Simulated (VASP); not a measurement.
A run of VASP 6.6.1 is set up as follows.

The input INCAR:

```
PREC = Accurate
ENCUT = 520
EDIFF = 1E-7
ISMEAR = -5
SIGMA = 0.05
LREAL = F
LASPH = T
NELM = 100
ALGO = Fast
ISIF = 2
LWAVE = F
LCHARG = F
GGA = RE
LUSE_VDW = T
AGGAC = 0.0
LORBIT = 10
```

The input KPOINTS:

```
regular mesh
0
Gamma
  9 9 9
```

Contents of POSCAR:

```
La
1.0
   -2.0352332733      2.0352332733      2.0352332733
    2.0352332733     -2.0352332733      2.0352332733
    2.0352332733      2.0352332733     -2.0352332733
La
1
Direct
    0.0000000000      0.0000000000      0.0000000000
```

Potentials or basis: VASP PAW PBE potentials, release 64 (La).

The run is started by

```sh
$ cat potpaw_PBE.64/La/POTCAR > POTCAR
$ mpirun -np 1 vasp_std > vasp.out
```

(1) What does it give for the pressure?

(2) Estimate the band gap on the k mesh.

Answers

(1) 5.4 GPa.

(2) none (metal or under the smearing width).

Caveat: the PAW data sets were made with another functional, which shifts forces and pressure a little; tetrahedron occupations give inexact forces and stress in metals.
